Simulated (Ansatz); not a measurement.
BaS built on the h-MgO prototype, relaxed with r2SCAN in the plane-wave code Ansatz. Space group P6_3/mmc (No. 194), hexagonal; a = 5.384 Å, c = 6.382 Å in the conventional setting, 40.06 Å³ an atom. Ba is surrounded by 5 S at 3.11–3.19 Å; S is surrounded by 5 Ba at 3.11–3.19 Å.

The axes x, y and z are those of this cell:
```
Ba S
1.0
     5.38445    0.00000    0.00000
    -2.69222    4.66307    0.00000
     0.00000    0.00000    6.38170
Ba S
2 2
Direct
  0.33333 0.66667 0.25000
  0.66667 0.33333 0.75000
  0.66667 0.33333 0.25000
  0.33333 0.66667 0.75000
```

Unstrained: With PBE the valence top lies at Γ and the conduction bottom at K, 2.559 eV higher; the smallest vertical gap, at K, is 2.671 eV. The r2SCAN gap is indirect, 2.904 eV (Γ to K), below the direct gap of 3.019 eV at K. Meshes: PBE 6×6×4, r2SCAN 6×6×4. Strains are changes of length per length. After each strain the atoms were relaxed again with r2SCAN within the symmetry that the strain leaves, so tilts or polar shifts that break it weren't tested; points keep the names that they have in the unstrained zone. Note: simulated data, non-magnetic, for a generated structure that need not be the stable one.

Q: For epitaxial +3.6 % in the xy plane, how far does the free direction move, and what happens to the gap?

A: The normal strain at zero normal stress is -1.17 %, 0.33 of the in-plane strain with the sign turned. PBE: the gap goes from 2.559 to 2.550 eV (-0.009 eV). r2SCAN: the gap goes from 2.904 to 2.886 eV (-0.018 eV); it turns from indirect (Γ → K) to direct (Γ).

Spin-orbit coupling is left out.
